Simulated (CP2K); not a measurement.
A run of CP2K 2026.2 is set up as follows.

Contents of ti_charges.inp:

```
&GLOBAL
  PROJECT ti_charges
  RUN_TYPE ENERGY_FORCE
  PRINT_LEVEL LOW
&END GLOBAL
&FORCE_EVAL
  METHOD QS
  STRESS_TENSOR ANALYTICAL
  &DFT
    BASIS_SET_FILE_NAME BASIS_MOLOPT_UZH
    POTENTIAL_FILE_NAME POTENTIAL_UZH
    &MGRID
      CUTOFF 675
      REL_CUTOFF 60
      NGRIDS 4
    &END MGRID
    &QS
      METHOD GPW
      EPS_DEFAULT 1.0E-9
    &END QS
    &KPOINTS
      SCHEME MONKHORST-PACK 7 7 9
      GAMMA_CENTERED T
      SYMMETRY T
      SYMMETRY_BACKEND SPGLIB
    &END KPOINTS
    &SCF
      SCF_GUESS ATOMIC
      EPS_SCF 1.0E-6
      MAX_SCF 100
      ADDED_MOS 21
      CHOLESKY OFF
      EPS_EIGVAL 1.0E-7
      &DIAGONALIZATION ON
        ALGORITHM STANDARD
      &END DIAGONALIZATION
      &MIXING ON
        METHOD BROYDEN_MIXING
        ALPHA 0.4
        BETA 1.5
        NBUFFER 8
      &END MIXING
      &SMEAR ON
        METHOD FERMI_DIRAC
        ELECTRONIC_TEMPERATURE 580.23
      &END SMEAR
    &END SCF
    &XC
      &XC_FUNCTIONAL
        &GGA_X_RPBE
        &END GGA_X_RPBE
        &GGA_C_PBE
        &END GGA_C_PBE
      &END XC_FUNCTIONAL
    &END XC
    &PRINT
      &KPOINTS ON
      &END KPOINTS
      &MULLIKEN ON
      &END MULLIKEN
      &MO ON
        ENERGIES T
        OCCUPATION_NUMBERS T
        &EACH
          QS_SCF 0
        &END EACH
        ADD_LAST NUMERIC
      &END MO
      &LOWDIN ON
      &END LOWDIN
      &HIRSHFELD ON
        SHAPE_FUNCTION GAUSSIAN
      &END HIRSHFELD
      &VORONOI ON
        VORONOI_RADII VDW
      &END VORONOI
      &E_DENSITY_CUBE ON
        STRIDE 1
      &END E_DENSITY_CUBE
      &V_HARTREE_CUBE ON
        STRIDE 1
      &END V_HARTREE_CUBE
      &ELF_CUBE ON
        STRIDE 1
      &END ELF_CUBE
    &END PRINT
  &END DFT
  &SUBSYS
    &CELL
      A 4.5673748306 0.0000000000 0.0000000000
      B -2.2836874153 3.9554626319 0.0000000000
      C 0.0000000000 0.0000000000 2.8262442700
      PERIODIC XYZ
    &END CELL
    &COORD
      SCALED
      Ti  0.6666666667 0.3333333333 0.5000000000
      Ti  0.3333333333 0.6666666667 0.5000000000
      Ti  0.0000000000 0.0000000000 0.0000000000
    &END COORD
    &KIND Ti
      BASIS_SET TZVP-MOLOPT-PBE-GTH-q12
      POTENTIAL GTH-PBE-q12
    &END KIND
    &PRINT
      &ATOMIC_COORDINATES ON
      &END ATOMIC_COORDINATES
      &CELL ON
      &END CELL
      &SYMMETRY ON
      &END SYMMETRY
    &END PRINT
  &END SUBSYS
  &PRINT
    &FORCES ON
    &END FORCES
    &STRESS_TENSOR ON
    &END STRESS_TENSOR
  &END PRINT
&END FORCE_EVAL
```

Potentials or basis: POTENTIAL_UZH Ti GTH-PBE-q12; TZVP-MOLOPT-PBE-GTH basis.

The run is started by

```console
$ OMP_NUM_THREADS=1 cp2k.psmp -i ti_charges.inp -o ti_charges.out
```

What does it give for the band gap on the k mesh?

None (metal or under the smearing width).

What does it give for the pressure?

4.0 GPa.

Stress tensor (GPa, compression positive):
```
4.09 0.00 0.00
0.00 4.09 0.00
0.00 0.00 3.75
```

Caveat: the potentials were made for another functional, which shifts forces and pressure; the basis of atomic orbitals isn't converged, which shifts pressures, moduli and gaps.
